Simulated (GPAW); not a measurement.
# Work function of 1T-SrCl2 monolayer at several levels

How far do functional and basis move the work function of 1T-SrCl2 monolayer? Where a layer proves gapped, the work function hangs on where the smearing puts the Fermi level, and the band edges take its place.

Calculated with GPAW 26.7.0; GPAW, PAW setups; layer in a repeated cell with vacuum, relaxation of atoms and in-plane cell, in the first sound run; inputs show where later runs differ.

Report form: the programs' logs are mostly left out.

### 1. The structure

The cell holds 3 atoms: 2 Cl and 1 Sr. Cell: a = 4.008 Å, b = 4.008 Å, c = 17.471 Å, α = 90.0°, β = 90.0°, γ = 120.0°. Vacuum lies along c.

### 2. Relaxing the atoms

Forces are removed first; all later runs use this geometry.

File run.py:

```python
import json
import numpy as np
from ase import Atoms
from ase.filters import FrechetCellFilter
from ase.optimize import BFGS
from gpaw import GPAW, PW

slab = Atoms(
    ['Cl', 'Sr', 'Cl'],
    positions=[
        [2.00403, 1.15703, 7.00000],
        [0.00000, 0.00000, 8.73542],
        [-0.00000, 2.31406, 10.47085]],
    cell=[[4.00806, 0.0, 0.0], [-2.00403, 3.47109, 0.0], [0.0, 0.0, 17.4708]],
    pbc=[True, True, True])

slab.calc = GPAW(mode=PW(600), xc='PBE', kpts={'size': (9, 9, 1), 'gamma': True},
                 occupations={'name': 'fermi-dirac', 'width': 0.05}, nbands='160%',
                 convergence={'density': 1e-05}, maxiter=200,
                 symmetry={'tolerance': 1e-3}, txt='slab.txt')
result = {}
# The in-plane cell is free; stress needs a cell that repeats along all three vectors
path = []
opt = BFGS(FrechetCellFilter(slab, mask=[1, 1, 0, 0, 0, 1]), maxstep=0.2)
opt.attach(lambda: path.append((slab.get_potential_energy(), slab.positions.tolist(), slab.get_forces().tolist())))
result['relaxed'] = bool(opt.run(fmax=0.02, steps=45))
result['path'] = path
result['cell'] = slab.cell.tolist()
print('in-plane lattice', slab.cell.cellpar().round(4)[[0, 1, 5]])
energy = slab.get_potential_energy()
fermi = slab.calc.get_fermi_level()
v = slab.calc.get_electrostatic_potential().mean((0, 1)) - fermi
n = slab.calc.get_pseudo_density().mean((0, 1))
L = slab.cell[2, 2]
z = np.arange(len(v)) * L / len(v)
low, high = slab.positions[:, 2].min(), slab.positions[:, 2].max()
below, above = np.interp([low - 4.8, high + 4.8], z, v)
slopes = [np.interp(x, z, np.gradient(v, z)) for x in (low - 4.8, high + 4.8)]
eps = np.array([[slab.calc.get_eigenvalues(k, s) for k in range(len(slab.calc.get_ibz_k_points()))]
                for s in range(slab.calc.get_number_of_spins())]) - fermi
top, bottom = eps[eps < 0].max(), eps[eps > 0].min()
dipole = slab.get_dipole_moment()[2]
print(f'energy {energy:.4f} eV, Fermi level {fermi:.4f} eV, dipole {dipole:.5f} e A')
print(f'potential 4.8 A off the faces, from the Fermi level: lower {below:.4f} eV, upper {above:.4f} eV')
print(f'slope of the potential there: lower {slopes[0]:.5f}, upper {slopes[1]:.5f} eV/A')
print(f'nearest levels on the mesh: {top:.4f} and {bottom:.4f} eV')
print('magnetic moment', round(slab.get_magnetic_moment(), 3))
result.update(energy=energy, fermi=fermi, dipole=dipole, below=below, above=above, slopes=slopes, edges=[top, bottom],
              z=z.tolist(), v=v.tolist(), n=n.tolist(), positions=slab.positions.tolist(),
              forces=slab.get_forces(apply_constraint=False).tolist(), moments=slab.get_magnetic_moments().tolist())
json.dump(result, open('result.json', 'w'))
```

Command:

```bash
> OMP_NUM_THREADS=1 OPENBLAS_NUM_THREADS=1 python run.py
```

Run time: 6.1 min. Hardware: 1 thread of Arm Neoverse V1, shared host; peak memory 0.39 GiB.

This step gave:

```
dipole along the normal                    : 5.53e-4 e·Å
levels nearest the Fermi level on the mesh : -3.064, 2.700 eV from the Fermi level
```

Table of electrostatic potential energy of an electron (without an applied field's), less the Fermi level, planar mean by z:

```csv
z (Å),"electrostatic potential energy of an electron (without an applied field's), less the Fermi level, planar mean (eV)"
0.0,4.90
0.5,4.90
1.0,4.90
1.5,4.90
2.0,4.90
2.5,4.90
3.0,4.90
3.5,4.90
4.0,4.90
4.5,4.89
5.0,4.88
5.5,4.83
6.0,4.55
6.5,3.09
7.0,-3.33
7.5,-7.99
8.0,-3.71
8.5,-8.94
9.0,-8.60
9.5,-3.65
10.0,-8.29
10.5,-2.74
11.0,3.26
11.5,4.58
12.0,4.83
12.5,4.88
13.0,4.89
13.5,4.89
14.0,4.89
14.5,4.90
15.0,4.90
15.5,4.90
16.0,4.90
16.5,4.90
17.0,4.90
```

Pseudo valence density, planar mean against z:

z (Å), pseudo valence density, planar mean (e/Å³) and a bar:
```
        4      0.000 
        5      0.001 
        6      0.022 ##
        7      0.273 ####################
        8      0.300 ######################
        9      0.405 ##############################
       10      0.293 ######################
       11      0.094 #######
       12      0.004 
       13      0.000 
       14      0.000
```

The relaxation lowered the energy of the cell by 0.364 eV (energies extrapolated to zero smearing; the optimiser's log prints free energies). The largest force left on a free atom is 0.0047 eV/Å.

### 3. Plane waves, PBE

With the geometry fixed, the planar mean of the potential gives the vacuum level on each side.

This step: GPAW, PAW setups; slab in vacuum (GPAW 26.7.0).

The cell differs from the one that the last finished run ended in (c 17.471 → 16.799 Å).

run.py: that of step 2 with these lines changed.

```diff
@@ -3,4 +3,2 @@
 from ase import Atoms
-from ase.filters import FrechetCellFilter
-from ase.optimize import BFGS
 from gpaw import GPAW, PW
@@ -10,21 +8,14 @@
     positions=[
-        [2.00403, 1.15703, 7.00000],
-        [0.00000, 0.00000, 8.73542],
-        [-0.00000, 2.31406, 10.47085]],
-    cell=[[4.00806, 0.0, 0.0], [-2.00403, 3.47109, 0.0], [0.0, 0.0, 17.4708]],
-    pbc=[True, True, True])
+        [2.22714, 1.28584, 7.00000],
+        [-0.00000, -0.00000, 8.39969],
+        [0.00000, 2.57168, 9.79938]],
+    cell=[[4.45427, 0.0, 0.0], [-2.22714, 3.85752, 0.0], [0.0, 0.0, 16.7994]],
+    pbc=[True, True, False])
 
-slab.calc = GPAW(mode=PW(600), xc='PBE', kpts={'size': (9, 9, 1), 'gamma': True},
+slab.calc = GPAW(mode=PW(400), xc='PBE', kpts={'size': (9, 9, 1), 'gamma': True},
                  occupations={'name': 'fermi-dirac', 'width': 0.05}, nbands='160%',
                  convergence={'density': 1e-05}, maxiter=200,
+                 poissonsolver={'dipolelayer': 'xy'},
                  symmetry={'tolerance': 1e-3}, txt='slab.txt')
 result = {}
-# The in-plane cell is free; stress needs a cell that repeats along all three vectors
-path = []
-opt = BFGS(FrechetCellFilter(slab, mask=[1, 1, 0, 0, 0, 1]), maxstep=0.2)
-opt.attach(lambda: path.append((slab.get_potential_energy(), slab.positions.tolist(), slab.get_forces().tolist())))
-result['relaxed'] = bool(opt.run(fmax=0.02, steps=45))
-result['path'] = path
-result['cell'] = slab.cell.tolist()
-print('in-plane lattice', slab.cell.cellpar().round(4)[[0, 1, 5]])
 energy = slab.get_potential_energy()
```

Wall time 25 s (1 thread); peak memory 0.2 GiB.

This step gave:

```yaml
dipole_along_the_normal: -2.07e-4 e·Å
levels_nearest_the_fermi_level_on_the_mesh: -2.543, 3.225 eV from the Fermi level
upper_work_function: 5.420 eV
lower_work_function: 5.418 eV
upper_ionisation_energy: 7.963 eV
```

The electrostatic potential energy of an electron (without an applied field's), less the Fermi level, planar mean by z:

```csv
z (Å),"electrostatic potential energy of an electron (without an applied field's), less the Fermi level, planar mean (eV)"
0.0,5.42
0.5,5.42
1.0,5.42
1.5,5.42
2.0,5.42
2.5,5.42
3.0,5.42
3.5,5.42
4.0,5.42
4.5,5.41
5.0,5.38
5.5,5.21
6.0,4.36
6.5,0.223
7.0,-8.24
7.5,-3.52
8.0,-6.22
8.5,-9.72
9.0,-3.93
9.5,-5.62
10.0,-5.68
10.5,2.65
11.0,4.87
11.5,5.31
12.0,5.40
12.5,5.42
13.0,5.42
13.5,5.42
14.0,5.42
14.5,5.42
15.0,5.42
15.5,5.42
16.0,5.42
16.5,5.42
```

Table of pseudo valence density, planar mean by z:

z (Å), pseudo valence density, planar mean (e/Å³) and a bar:
```
        3      0.000 
        4      0.000 
        5      0.002 
        6      0.065 #####
        7      0.279 ########################
        8      0.354 ##############################
        9      0.308 ##########################
       10      0.277 #######################
       11      0.034 ###
       12      0.001 
       13      0.000 
       14      0.000
```

The layer is gapped, so the Fermi level lies somewhere inside the gap, set by smearing and numerics, and these work functions are no property of the material; the band edges below the vacuum level are. The potential is flat to 2.7e-5 eV/Å where it is read, so the vacuum is wide enough.

### 4. OptPBE vdW: xc = "optPBE-vdW"

The same geometry under optPBE-vdW, to see how far the functional moves the levels against the vacuum (the van der Waals functionals take revPBE setups).

run.py: that of step 3 with these lines changed.

```diff
@@ -14,3 +14,3 @@
 
-slab.calc = GPAW(mode=PW(400), xc='PBE', kpts={'size': (9, 9, 1), 'gamma': True},
+slab.calc = GPAW(mode=PW(400), xc='optPBE-vdW', kpts={'size': (9, 9, 1), 'gamma': True},
                  occupations={'name': 'fermi-dirac', 'width': 0.05}, nbands='160%',
```

Run time: 35 s. Hardware: 1 thread; peak memory 0.38 GiB.

This step gave:

```yaml
dipole_along_the_normal: -2.08e-4 e·Å
levels_nearest_the_fermi_level_on_the_mesh: -2.667, 2.965 eV from the Fermi level
upper_work_function: 5.498 eV
lower_work_function: 5.496 eV
upper_ionisation_energy: 8.165 eV
```

The electrostatic potential energy of an electron (without an applied field's), less the Fermi level, planar mean by z:

z (Å), electrostatic potential energy of an electron (without an applied field's), less the Fermi level, planar mean (eV) and a bar from the least value:
```
      0.0        5.5 ##############################
      0.5        5.5 ##############################
      1.0        5.5 ##############################
      1.5        5.5 ##############################
      2.0        5.5 ##############################
      2.5        5.5 ##############################
      3.0        5.5 ##############################
      3.5        5.5 ##############################
      4.0        5.5 ##############################
      4.5        5.5 ##############################
      5.0        5.4 ##############################
      5.5        5.3 ##############################
      6.0        4.4 ############################
      6.5        0.2 ####################
      7.0       -8.3 ###
      7.5       -3.6 ############
      8.0       -6.3 #######
      8.5       -9.8 
      9.0       -4.0 ###########
      9.5       -5.7 ########
     10.0       -5.7 ########
     10.5        2.7 ########################
     11.0        4.9 #############################
     11.5        5.4 ##############################
     12.0        5.5 ##############################
     12.5        5.5 ##############################
     13.0        5.5 ##############################
     13.5        5.5 ##############################
     14.0        5.5 ##############################
     14.5        5.5 ##############################
     15.0        5.5 ##############################
     15.5        5.5 ##############################
     16.0        5.5 ##############################
     16.5        5.5 ##############################
```

Table of pseudo valence density, planar mean by z:

```
z (Å)  pseudo valence density, planar mean (e/Å³)
 0.00                                           0
 0.63                                           0
 1.05                                           0
 1.68                                           0
 2.31                                           0
 2.94                                      4.0e-6
 3.36                                      1.5e-5
 3.99                                      1.1e-4
 4.62                                      7.7e-4
 5.25                                     0.00550
 5.67                                      0.0214
 6.30                                       0.149
 6.93                                       0.271
 7.35                                       0.319
 7.98                                       0.346
 8.61                                       0.427
 9.24                                       0.304
 9.66                                       0.293
10.29                                       0.232
10.92                                      0.0423
11.34                                      0.0108
11.97                                     0.00147
12.60                                      2.1e-4
13.23                                      2.8e-5
13.65                                      7.3e-6
14.28                                      1.3e-6
14.91                                           0
15.54                                           0
15.96                                           0
16.59                                           0
```

Force by atom:

| atom | x (eV/Å) | y (eV/Å) | z (eV/Å) | size |
| --- | --- | --- | --- | --- |
| Cl1 | 0.0000 | 0.0000 | -0.0668 | 0.0668 |
| Sr2 | 0.0000 | 0.0000 | 0.0000 | 0.0000 |
| Cl3 | 0.0000 | 0.0000 | 0.0668 | 0.0668 |

The highest filled level lies 2.67 eV under the Fermi level, so the ionisation energy from the upper face is 5.498 + 2.67 = 8.165 eV, against 7.963 eV in the base run.

### 5. Self-consistent run: xc = "revPBE"

The same geometry under revPBE, to see how far the functional moves the levels against the vacuum.

run.py: that of step 4 with these lines changed.

```diff
@@ -14,3 +14,3 @@
 
-slab.calc = GPAW(mode=PW(400), xc='optPBE-vdW', kpts={'size': (9, 9, 1), 'gamma': True},
+slab.calc = GPAW(mode=PW(400), xc='revPBE', kpts={'size': (9, 9, 1), 'gamma': True},
                  occupations={'name': 'fermi-dirac', 'width': 0.05}, nbands='160%',
```

The job ended after 25 s (1 thread; peak memory 0.2 GiB).

Numbers from this step:

```yaml
levels_nearest_the_fermi_level_on_the_mesh: -2.562, 3.394 eV from the Fermi level
upper_work_function: 5.323 eV
lower_work_function: 5.321 eV
upper_ionisation_energy: 7.886 eV
```

The highest filled level lies 2.56 eV under the Fermi level, so the ionisation energy from the upper face is 5.323 + 2.56 = 7.886 eV, against 7.963 eV in the base run.

### 6. Self-consistent run: xc = "LDA"

The same geometry under LDA, to see how far the functional moves the levels against the vacuum.

run.py: that of step 5 with these lines changed.

```diff
@@ -14,3 +14,3 @@
 
-slab.calc = GPAW(mode=PW(400), xc='revPBE', kpts={'size': (9, 9, 1), 'gamma': True},
+slab.calc = GPAW(mode=PW(400), xc='LDA', kpts={'size': (9, 9, 1), 'gamma': True},
                  occupations={'name': 'fermi-dirac', 'width': 0.05}, nbands='160%',
```

Elapsed: 24 s, on 1 thread; peak memory 0.19 GiB.

This step gave:

```yaml
dipole_along_the_normal: -2.07e-4 e·Å
levels_nearest_the_fermi_level_on_the_mesh: -2.488, 2.979 eV from the Fermi level
upper_work_function: 5.655 eV
lower_work_function: 5.652 eV
upper_ionisation_energy: 8.143 eV
```

The highest filled level lies 2.49 eV under the Fermi level, so the ionisation energy from the upper face is 5.655 + 2.49 = 8.143 eV, against 7.963 eV in the base run.

### 7. Self-consistent run: xc = "vdW-DF2"

The same geometry under vdW-DF2, to see how far the functional moves the levels against the vacuum (the van der Waals functionals take revPBE setups).

run.py: that of step 6 with these lines changed.

```diff
@@ -14,3 +14,3 @@
 
-slab.calc = GPAW(mode=PW(400), xc='LDA', kpts={'size': (9, 9, 1), 'gamma': True},
+slab.calc = GPAW(mode=PW(400), xc='vdW-DF2', kpts={'size': (9, 9, 1), 'gamma': True},
                  occupations={'name': 'fermi-dirac', 'width': 0.05}, nbands='160%',
```

The job ended after 35 s (1 thread; peak memory 0.39 GiB).

This step gave:

```yaml
dipole_along_the_normal: -2.08e-4 e·Å
levels_nearest_the_fermi_level_on_the_mesh: -2.719, 1.748 eV from the Fermi level
upper_work_function: 5.623 eV
lower_work_function: 5.620 eV
upper_ionisation_energy: 8.342 eV
```

The highest filled level lies 2.72 eV under the Fermi level, so the ionisation energy from the upper face is 5.623 + 2.72 = 8.342 eV, against 7.963 eV in the base run. The gap on the mesh falls from 5.77 to 4.47 eV, more than a change of this kind should bring; an empty state of the vacuum under the conduction band is the likely cause.

### 8. Self-consistent run: xc = "RPBE"

The same geometry under RPBE, to see how far the functional moves the levels against the vacuum.

run.py: that of step 7 with these lines changed.

```diff
@@ -14,3 +14,3 @@
 
-slab.calc = GPAW(mode=PW(400), xc='vdW-DF2', kpts={'size': (9, 9, 1), 'gamma': True},
+slab.calc = GPAW(mode=PW(400), xc='RPBE', kpts={'size': (9, 9, 1), 'gamma': True},
                  occupations={'name': 'fermi-dirac', 'width': 0.05}, nbands='160%',
```

It took 25 s on 1 thread; peak memory 0.2 GiB.

This step gave:

* levels nearest the Fermi level on the mesh: -2.585, 3.333 eV from the Fermi level
* upper work function: 5.314 eV
* lower work function: 5.312 eV
* upper ionisation energy: 7.899 eV

The electrostatic potential energy of an electron (without an applied field's), less the Fermi level, planar mean by z:

z (Å), electrostatic potential energy of an electron (without an applied field's), less the Fermi level, planar mean (eV) and a bar from the least value:
```
        0        5.3 ##############################
        1        5.3 ##############################
        2        5.3 ##############################
        3        5.3 ##############################
        4        5.3 ##############################
        5        5.3 ##############################
        6        4.3 ############################
        7       -8.4 
        8       -6.4 ####
        9       -4.1 #########
       10       -5.8 ######
       11        4.8 #############################
       12        5.3 ##############################
       13        5.3 ##############################
       14        5.3 ##############################
       15        5.3 ##############################
       16        5.3 ##############################
```

The highest filled level lies 2.58 eV under the Fermi level, so the ionisation energy from the upper face is 5.314 + 2.58 = 7.899 eV, against 7.963 eV in the base run.

### 9. Real-space grid: mode = "fd"

A real-space grid is a second complete basis, so it checks the plane-wave result.

run.py: that of step 8 with these lines changed.

```diff
@@ -3,3 +3,3 @@
 from ase import Atoms
-from gpaw import GPAW, PW
+from gpaw import GPAW
 
@@ -14,3 +14,3 @@
 
-slab.calc = GPAW(mode=PW(400), xc='RPBE', kpts={'size': (9, 9, 1), 'gamma': True},
+slab.calc = GPAW(mode='fd', h=0.18, xc='PBE', kpts={'size': (9, 9, 1), 'gamma': True},
                  occupations={'name': 'fermi-dirac', 'width': 0.05}, nbands='160%',
```

The job ended after 61 s (1 thread; peak memory 0.4 GiB).

This step gave:

- dipole along the normal: -2.28e-4 e·Å
- levels nearest the Fermi level on the mesh: -2.493, 3.271 eV from the Fermi level
- upper work function: 5.468 eV
- lower work function: 5.465 eV
- upper ionisation energy: 7.960 eV

The highest filled level lies 2.49 eV under the Fermi level, so the ionisation energy from the upper face is 5.468 + 2.49 = 7.960 eV, against 7.963 eV in the base run.

(Part 1 of 2 ends here.)

[Logs are printed without paths, hosts, clocks, repeated set-up lines and the standing remarks that a program may print on its own settings, such as how far it seeks lower states.]

[Hosts, paths, dates, database ids (printed as entryN), source tags and the programs' standing remarks are cut or masked in the printed files.]
